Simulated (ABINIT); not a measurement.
Crystal: Ru.

```
Ru
1.0
     2.70580    0.00000    0.00000
    -1.35290    2.34329    0.00000
     0.00000    0.00000    4.28190
Ru
2
Direct
  0.66667 0.33333 0.75000
  0.33333 0.66667 0.25000
```

Base run:

| Item | Value |
| --- | --- |
| Program | ABINIT 10.8.3 (patched build) |
| Functional | PBE |
| Potentials or basis | JTH PAW PBE v2.0 |
| Cutoff | 408 eV |
| k mesh | 11 × 11 × 6 |
| Occupations | fermi-dirac, width 0.05 eV |
| Spin | no spin polarisation |

Its results: band gap on the k mesh none (metal or under the smearing width); pressure 4.2 GPa.

Problem. The run is repeated on the same cell with these changes: functional from PBE to SOGGA. What comes out?

Solution. Band gap on the k mesh none (metal or under the smearing width); pressure -9.2 GPa.

SOGGA binds more tightly than PBE, so the same cell stands under less pressure.

Caveats: the PAW data sets were made with another functional, which shifts forces and pressure a little (some runs).

Not every run made on this cell is shown here.
